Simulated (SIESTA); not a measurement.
Crystal: BaTiO3.

```
CELL_PARAMETERS angstrom
3.99980 0.00000 0.00000
0.00000 3.99980 0.00000
0.00000 0.00000 4.01800
ATOMIC_POSITIONS crystal
Ba 0.00000 0.00000 0.00000
Ti 0.50000 0.50000 0.49000
O 0.00000 0.50000 0.51700
O 0.50000 0.00000 0.51700
O 0.50000 0.50000 0.01900
```

Base run:

| Item | Value |
| --- | --- |
| Program | SIESTA 5.4.2 |
| Functional | PBE |
| Potentials or basis | PseudoDojo 0.4 standard (PBE files) |
| Basis | DZP (energy shift 0.003 Ry; two zetas on semicore shells; d shell added on Ba) |
| Grid cutoff | 800 Ry |
| Energy shift | 0.003 Ry |
| k mesh | 7 × 7 × 7 |
| Occupations | fermi-dirac, width 0.05 eV |
| Spin | no spin polarisation |

Its results: band gap on the k mesh 1.81 eV, indirect (least direct gap 1.99 eV); pressure 4.6 GPa; largest force 0.213 eV/Å.

Problem. The run is repeated on the same cell with these changes: functional from PBE to vdW-DF-cx. What comes out?

Solution. Band gap on the k mesh 1.81 eV, indirect (least direct gap 1.99 eV); pressure -0.3 GPa; largest force 0.203 eV/Å.

Caveats: this set's barium file shifts pressures by up to 1 GPa against other sets; spin-orbit coupling is left out, which moves the levels of the heavy elements; the basis of atomic orbitals isn't converged, which shifts pressures, moduli and gaps; an odd mesh through Γ misses points on the zone boundary, where band edges often lie (some runs); the potentials were made for another functional, which shifts forces and pressure (some runs); the mesh misses the band edges, which the band path finds closer together (some runs).
